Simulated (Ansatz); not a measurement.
# Li₂Se: do energies and stresses tell the same story?

Theory: DFT PBE, scalar-relativistic, plane waves, PAW in Ansatz.

Cutoff 420 eV; k points 8×8×8 on the computed 3-atom cell (Γ-centred); Gaussian smearing, width 0.02 eV; no spin polarisation.

Relaxed cell: Fm-3m, a = 6.005 Å, b = 6.005 Å, c = 6.005 Å, α = 90.00°, β = 90.00°, γ = 90.00°, 3 atoms in the primitive cell.

Energies at zero smearing and pressures from the stress tensor, at volumes with shape and atoms relaxed:
```json
{"V (Å³/atom)": "16.962", "E − E(first) (meV/atom)": "0.00", "P (GPa)": "2.38"}
{"V (Å³/atom)": "17.504", "E − E(first) (meV/atom)": "-5.85", "P (GPa)": "1.11"}
{"V (Å³/atom)": "18.045", "E − E(first) (meV/atom)": "-7.73", "P (GPa)": "0.02"}
{"V (Å³/atom)": "18.586", "E − E(first) (meV/atom)": "-6.18", "P (GPa)": "-0.92"}
{"V (Å³/atom)": "19.128", "E − E(first) (meV/atom)": "-1.66", "P (GPa)": "-1.74"}
```

Question: Check P = −dE/dV between neighbouring volumes, and get the bulk modulus from the pressures alone.

Answer: With 1 eV/Å³ = 160.2 GPa:
| middle V (Å³/atom) | −ΔE/ΔV (GPa) | mean P (GPa) |
| --- | --- | --- |
| 17.233 | 1.732 | 1.747 |
| 17.774 | 0.556 | 0.569 |
| 18.316 | -0.460 | -0.448 |
| 18.857 | -1.337 | -1.328 |

The two differ by 0.02 GPa at most. The mean of two end pressures misses the average over a step by about ΔV² P″/12, up to 0.02 GPa here; with that taken off 0.00 GPa remains. Around V = 18.045 Å³/atom, the two neighbours give B = −V ΔP/ΔV = 18.045 × 2.03 / 1.083 = 33.9 GPa, against B0 = 33.7 GPa from the Birch–Murnaghan fit of the energies.